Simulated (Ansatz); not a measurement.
# Ta (P6_3/mmc) in Ansatz: further runs

The runs below take Ta through single point, with PBEsol.

Everything below comes from runs of Ansatz 0.2.0. Logs are shortened: lines on timing, memory, paths and dates and some standing lists are left out, and cuts for length are marked.

## (1) The structure

It takes space group P6_3/mmc (No. 194, hexagonal). Conventional cell: a = 2.900 Å, b = 2.900 Å, c = 5.166 Å, α = 90.00°, β = 90.00°, γ = 120.00°. Ta (site symmetry -6m2) is surrounded by 12 Ta at 2.90 to 3.08 Å.

This isn't the form of Ta at room conditions, which is bcc.

## (2) Single point, PBEsol, 17.69 Å³/atom (volume scaled by 0.94)

input.yaml

```yaml
crystal:
  lattice:
    - [2.8411641924, 0.0, 0.0]
    - [-1.4205820962, 2.460520367, 0.0]
    - [0.0, 0.0, 5.0608102442]
  atoms:
    - { symbol: Ta, position: [0.3333333333, 0.6666666667, 0.25] }
    - { symbol: Ta, position: [0.6666666667, 0.3333333333, 0.75] }
kpoints:
  mp_grid: { grid: [11, 11, 5] }
scf:
  occupations: { method: fermi_dirac, width: 0.05 }
hamiltonian:
  xc: pbesol
  pseudopotentials: { kind: all_electron, lapw: { basis_error: 0.0005 } }
output:
  forces: true
  stress: true
  eigenvalues: true
```

Potentials or basis: all-electron LAPW, scalar-relativistic.

Run with:

```console
$ ansatz run input.yaml --threads 1 --pin off --max-ram 3072MiB --backend cpu --events-out ev --progress --plain --runs-dir out
```

Standard output:

```text
Warning: RAYON_NUM_THREADS=1 ignored (pool sized by the plan → 1); use --threads N
LAPW: plane waves up to 8.694 Å⁻¹, error target 5.0e-4 eV per atom; small_component_spin mean_spin; Ta in spheres of 1.421 Å, 43 of its electrons in bands, Dirac shells [] (how accurate: hamiltonian.pseudopotentials.lapw.basis_error, Limitations)
Engine: ansatz 0.2.0, aarch64-unknown-linux-gnu
Pseudopotentials: kind: all_electron
Pseudopotential: Ta, LAPW, valence charge 43, lapw/all_electron/scalar/gaussian/Ta, Koelling and Harmon's equation, gaussian nucleus
Functional definition: PBEsol
  exchange = pbesol_x
  correlation = pbesol_c
Crystal: 2 atoms, lattice volume = 35.379 Å³
Basis set: ecut = 287.990889376345 eV, 387 PW (Γ), exchange–correlation at level 2
Bands: 52, of which v1, the nominal top of the filled ones, is band 43 counted from 1 (42 counted from 0)
Symmetry: 24 space group operations
Space group: P63/mmc (ITA 194), of the structure as read, at distance tolerance 3.3e-5 Å
k-points: 48 of 605
Non-local potential: Ta, projectors of the file, none
Initial density: superposition of atomic densities (chi_scale 0.1, normalization cell)
Initial wavefunctions: plane waves of lowest kinetic energy (no species holds an atomic orbital)
Functional: x = pbesol(κ = 0.804, μ = 0.12345679012345678), c = pbesol(β = 0.046)
iter 1 solved again at ethr=2.26e-4 eV; its pass at ethr=1.00e-1 eV (dr2=1.95e-1 eV) is discarded
SCF iter   1: F=—  HF=-848886.478979 eV  |F-HF|=—  |Δ(HF+E_count)|=         —  Δρ=2.87e-2  dr2=1.95e-1  ethr=2.26e-4  ⟨swp⟩=2.9  Hψ=15145  notcnv=0
preconditioner: auto → Kerker (q_TF=auto, 3.164 Å⁻¹)  [metal: Δε(μ)=0.045 eV  Ē_g=24.474 eV  σ=0.050 eV  W_gap=0.22  n_scr=22 (ndim 8)  ℏωp=44.1 eV  f_vac=0.000  D(μ)=2.03/eV (n_scr^D=22)]
SCF iter   2: F=—  HF=-848886.223088 eV  |F-HF|=—  |Δ(HF+E_count)|=   2.56e-1  Δρ=1.64e-2  dr2=7.67e-2  ethr=2.26e-4  ⟨swp⟩=2.0  Hψ=7825  notcnv=0
SCF iter   3: F=—  HF=-848886.188815 eV  |F-HF|=—  |Δ(HF+E_count)|=   3.43e-2  Δρ=1.11e-2  dr2=3.82e-2  ethr=8.92e-5  ⟨swp⟩=2.0  Hψ=7414  notcnv=0
SCF iter   4: F=—  HF=-848886.175634 eV  |F-HF|=—  |Δ(HF+E_count)|=         —  Δρ=5.79e-3  dr2=1.18e-2  ethr=4.45e-5  ⟨swp⟩=2.0  Hψ=7165  notcnv=0
the basis was enlarged: its passes take 781.5 KiB over the memory plan, 1 of 1 planned eigensolver slots
iter 5 solved again at ethr=6.97e-7 eV; its pass at ethr=1.37e-5 eV (dr2=5.99e-4 eV) is discarded
SCF iter   5: F=—  HF=-848886.174623 eV  |F-HF|=—  |Δ(HF+E_count)|=   1.01e-3  Δρ=1.26e-3  dr2=5.99e-4  ethr=6.97e-7  ⟨swp⟩=2.0  Hψ=12527  notcnv=0
SCF iter   6: F=—  HF=-848886.174653 eV  |F-HF|=—  |Δ(HF+E_count)|=   3.06e-5  Δρ=3.86e-4  dr2=5.24e-5  ethr=6.96e-7  ⟨swp⟩=2.0  Hψ=7415  notcnv=0
SCF iter   7: F=—  HF=-848886.174650 eV  |F-HF|=—  |Δ(HF+E_count)|=   3.62e-6  Δρ=9.82e-5  dr2=4.45e-6  ethr=6.09e-8  ⟨swp⟩=2.0  Hψ=7415  notcnv=0
SCF iter   8: F=—  HF=-848886.174649 eV  |F-HF|=—  |Δ(HF+E_count)|=   7.95e-7  Δρ=2.72e-5  dr2=2.52e-7  ethr=5.17e-9  ⟨swp⟩=2.0  Hψ=7415  notcnv=0
SCF iter   9: F=-848886.174649 eV  HF=-848886.174649 eV  |F-HF|=3.84e-9  |Δ(HF+E_count)|=   4.27e-8  Δρ=6.40e-6  dr2=1.11e-8  ethr=2.93e-10  ⟨swp⟩=2.0  Hψ=7415  notcnv=0
SCF 1 converged in 9 iterations: F = -848886.174649 eV  dr2 = 1.11e-8
SCF converged after 9 iterations
Free energy (F): -848886.174649 eV
Harris-Foulkes:  -848886.174649 eV  (|F-HF|=3.84e-9)
Internal energy: -848886.158771 eV  (E = F + TS)
E sigma→0 (E₀):  -848886.166710 eV
Entropy (-TS):   -0.015878 eV (-7.939 meV/atom)
Fermi energy:    25.589574 eV
--- Per-component energies (eV) ---
  E_band       = -8090.124645
  E_kinetic    = 947509.234004
  E_xc         = -16994.011257
  E_electrostatic = -1779401.381518  (all electrons and nuclei)
  E_smearing   = -0.015878  (= −TS)
  E_closure    = 0.000000  (closes the sum)
  E_atoms      = -848865.819012  (free atoms, spherical and without spin; not in F)
  Σ components = -848886.174649   (vs F -848886.174649, Δ=0.00e0)
  Basis errors (estimates in eV, not in F): energy 1.3e-4 per atom: plane waves 1.1e-4 (5.5e-5 summed), levels above the bands 1.1e-102, relativity 1.9e-8, radial functions 2.2e-5, core shells 1.6e-8; eigenvalues (radial functions only) 1.2e-6; not estimated: angular momenta, meshes, grids; target (lapw.basis_error) 5.0e-4; muffin-tin radii Ta 1.421 Å
--- Forces (eV/Å), atoms counted from 1 ---
  atom   1  Ta    -0.00000000     0.00000000     0.00000000
  atom   2  Ta     0.00000000    -0.00000000    -0.00000000
  max |Σ_I F_I| component: 9.25e-18 eV/Å
--- Stress (GPa, compression-positive) ---
        4.564501       0.000000      -0.000000
        0.000000       4.564501       0.000000
       -0.000000       0.000000       5.223188
  P = ⅓ Tr σ = 4.7841 GPa (47.841 kbar)
--- Band table (eV; the first three rows and the last of 48) ---
  k-point 0: bands = ["-368.7181", "-368.7181", "-368.7181", "-368.7181", "-368.7034", "-368.7034", "-190.4946", "-190.4946", "-190.4946", "-190.4946", "-190.4926", "-190.4926", "-190.4926", "-190.4926", "-190.4674", "-190.4674", "-41.8457", "-41.7670", "-8.9198", "-7.9090", "-7.7839", "-7.7839", "-7.6832", "-7.6832", "6.3889", "6.3921", "6.4180", "6.4180", "6.4211", "6.4260", "6.4260", "6.4525", "6.4525", "6.4559", "6.4785", "6.4785", "6.4931", "6.4944", "17.1607", "20.4571", "24.9107", "25.6497", "26.1448", "26.1448", "26.7591", "26.7591", "28.7061", "28.7061", "31.0553", "31.0553", "35.0708", "38.3453"]
  k-point 1: bands = ["-368.7181", "-368.7181", "-368.7181", "-368.7181", "-368.7034", "-368.7034", "-190.4946", "-190.4946", "-190.4946", "-190.4946", "-190.4926", "-190.4926", "-190.4926", "-190.4926", "-190.4674", "-190.4674", "-41.8383", "-41.7746", "-8.8291", "-8.0120", "-7.7743", "-7.7743", "-7.6929", "-7.6929", "6.3883", "6.3912", "6.4165", "6.4165", "6.4234", "6.4234", "6.4254", "6.4531", "6.4574", "6.4574", "6.4779", "6.4779", "6.4932", "6.4943", "17.5297", "20.3009", "24.7331", "25.0820", "26.1036", "26.1036", "26.6111", "26.6111", "29.0617", "29.0617", "30.9991", "30.9991", "36.2333", "37.6637"]
  k-point 2: bands = ["-368.7181", "-368.7181", "-368.7181", "-368.7181", "-368.7034", "-368.7034", "-190.4946", "-190.4946", "-190.4946", "-190.4946", "-190.4926", "-190.4926", "-190.4926", "-190.4926", "-190.4674", "-190.4674", "-41.8187", "-41.7943", "-8.5863", "-8.2746", "-7.7493", "-7.7493", "-7.7181", "-7.7181", "6.3880", "6.3893", "6.4156", "6.4156", "6.4185", "6.4185", "6.4350", "6.4454", "6.4669", "6.4669", "6.4745", "6.4745", "6.4935", "6.4939", "18.5025", "19.6327", "24.3893", "24.3958", "26.1220", "26.1220", "26.3200", "26.3200", "29.8647", "29.8647", "30.6306", "30.6306", "37.7092", "38.2324"]
  k-point 47: bands = ["-368.7181", "-368.7181", "-368.7181", "-368.7181", "-368.7034", "-368.7034", "-190.4946", "-190.4946", "-190.4946", "-190.4946", "-190.4926", "-190.4926", "-190.4926", "-190.4926", "-190.4674", "-190.4674", "-41.6836", "-41.6811", "-8.8005", "-8.7724", "-8.5497", "-8.4888", "-8.0986", "-8.0712", "6.4076", "6.4083", "6.4268", "6.4292", "6.4324", "6.4368", "6.4372", "6.4379", "6.4421", "6.4474", "6.4656", "6.4657", "6.4704", "6.4705", "22.4849", "22.8574", "23.7026", "23.7349", "24.8319", "25.0953", "27.0216", "27.6950", "30.8546", "31.3024", "34.5953", "34.7124", "36.2439", "37.0193"]
```

Run time: 31 s. Hardware: 1 thread of Arm Neoverse V1, shared host; peak memory 0.4 GiB.

What came out:

| Quantity | Value |
| --- | --- |
| Free energy | -848886.1746 eV |
| Pressure | 4.8 GPa |
| Band gap on the k mesh | none (metal or under the smearing width) |

## (3) Single point, PBEsol, 18.07 Å³/atom (volume scaled by 0.96)

Edit input.yaml of step 2 so:

```diff
@@ -2,5 +2,5 @@
   lattice:
-    - [2.8411641924, 0.0, 0.0]
-    - [-1.4205820962, 2.460520367, 0.0]
-    - [0.0, 0.0, 5.0608102442]
+    - [2.8611730502, 0.0, 0.0]
+    - [-1.4305865251, 2.4778485461, 0.0]
+    - [0.0, 0.0, 5.0964509272]
   atoms:
```

Potentials or basis: all-electron LAPW, scalar-relativistic.

Run with:

```console
$ ansatz run input.yaml --threads 1 --pin off --max-ram 3072MiB --backend cpu --events-out ev --progress --plain --runs-dir out
```

Wall time 30 s (1 thread of Arm Neoverse V1, shared host); peak memory 0.4 GiB.

The run converged. Its results:

- Free energy: -848886.1865 eV
- Pressure: 0.3 GPa
- Band gap on the k mesh: none (metal or under the smearing width)

## (4) Single point, PBEsol, 18.44 Å³/atom (volume scaled by 0.98)

Edit input.yaml of step 3 so:

```diff
@@ -2,5 +2,5 @@
   lattice:
-    - [2.8611730502, 0.0, 0.0]
-    - [-1.4305865251, 2.4778485461, 0.0]
-    - [0.0, 0.0, 5.0964509272]
+    - [2.8809059017, 0.0, 0.0]
+    - [-1.4404529508, 2.4949376968, 0.0]
+    - [0.0, 0.0, 5.1315999754]
   atoms:
```

Run with:

```console
$ ansatz run input.yaml --threads 1 --pin off --max-ram 3072MiB --backend cpu --events-out ev --progress --plain --runs-dir out
```

It took 30 s on 1 thread of Arm Neoverse V1, shared host; peak memory 0.4 GiB.

The run converged. Its results:

```
Free energy            : -848886.1784 eV
Pressure               : -3.7 GPa
Band gap on the k mesh : none (metal or under the smearing width)
```

## (5) Single point, PBEsol, 18.82 Å³/atom

Edit input.yaml of step 4 so:

```diff
@@ -2,5 +2,5 @@
   lattice:
-    - [2.8809059017, 0.0, 0.0]
-    - [-1.4404529508, 2.4949376968, 0.0]
-    - [0.0, 0.0, 5.1315999754]
+    - [2.9003720726, 0.0, 0.0]
+    - [-1.4501860363, 2.5117958953, 0.0]
+    - [0.0, 0.0, 5.166274]
   atoms:
```

Run with:

```console
$ ansatz run input.yaml --threads 1 --pin off --max-ram 3072MiB --backend cpu --events-out ev --progress --plain --runs-dir out
```

Wall time 30 s (1 thread of Arm Neoverse V1, shared host); peak memory 0.4 GiB.

The run converged. Its results:

| Item | Value |
| --- | --- |
| Free energy | -848886.1523 eV |
| Pressure | -7.3 GPa |
| Band gap on the k mesh | none (metal or under the smearing width) |

## (6) Single point, PBEsol, 19.19 Å³/atom (volume scaled by 1.02)

Edit input.yaml of step 5 so:

```diff
@@ -2,5 +2,5 @@
   lattice:
-    - [2.9003720726, 0.0, 0.0]
-    - [-1.4501860363, 2.5117958953, 0.0]
-    - [0.0, 0.0, 5.166274]
+    - [2.9195803945, 0.0, 0.0]
+    - [-1.4597901972, 2.52843079, 0.0]
+    - [0.0, 0.0, 5.2004887322]
   atoms:
```

Potentials or basis: all-electron LAPW, scalar-relativistic.

Run with:

```console
$ ansatz run input.yaml --threads 1 --pin off --max-ram 3072MiB --backend cpu --events-out ev --progress --plain --runs-dir out
```

It took 25 s on 1 thread of Arm Neoverse V1, shared host; peak memory 0.38 GiB.

Results (log left out):

```yaml
Free_energy: -848886.1100 eV
Pressure: -10.6 GPa
Band_gap_on_the_k_mesh: none (metal or under the smearing width)
```

## (7) Single point, PBEsol, 19.57 Å³/atom (volume scaled by 1.04)

Edit input.yaml of step 6 so:

```diff
@@ -2,5 +2,5 @@
   lattice:
-    - [2.9195803945, 0.0, 0.0]
-    - [-1.4597901972, 2.52843079, 0.0]
-    - [0.0, 0.0, 5.2004887322]
+    - [2.9385392399, 0.0, 0.0]
+    - [-1.46926962, 2.5448496318, 0.0]
+    - [0.0, 0.0, 5.2342590858]
   atoms:
```

Run with:

```console
$ ansatz run input.yaml --threads 1 --pin off --max-ram 3072MiB --backend cpu --events-out ev --progress --plain --runs-dir out
```

Wall time 25 s (1 thread of Arm Neoverse V1, shared host); peak memory 0.38 GiB.

It converged, with:

```
Free energy            : -848886.0530 eV
Pressure               : -13.6 GPa
Band gap on the k mesh : none (metal or under the smearing width)
```

## (8) Single point, PBEsol, 19.95 Å³/atom (volume scaled by 1.06)

Edit input.yaml of step 7 so:

```diff
@@ -2,5 +2,5 @@
   lattice:
-    - [2.9385392399, 0.0, 0.0]
-    - [-1.46926962, 2.5448496318, 0.0]
-    - [0.0, 0.0, 5.2342590858]
+    - [2.957256555, 0.0, 0.0]
+    - [-1.4786282775, 2.5610593022, 0.0]
+    - [0.0, 0.0, 5.2675992145]
   atoms:
```

Run with:

```console
$ ansatz run input.yaml --threads 1 --pin off --max-ram 3072MiB --backend cpu --events-out ev --progress --plain --runs-dir out
```

Run time: 25 s. Hardware: 1 thread of Arm Neoverse V1, shared host; peak memory 0.38 GiB.

It converged, with:

* Free energy: -848885.9827 eV
* Pressure: -16.3 GPa
* Band gap on the k mesh: none (metal or under the smearing width)

## (9) For comparison

An earlier run on the cell as given: functional PBEsol; potentials or basis all-electron LAPW, scalar-relativistic; cutoff 252 eV (chosen from the basis error); basis error allowed 0.001 eV/atom; k mesh 11 × 11 × 5; occupations fermi-dirac, width 0.05 eV; no spin polarisation.

* Pressure: -7.3 GPa
* Band gap on the k mesh: none (metal or under the smearing width)
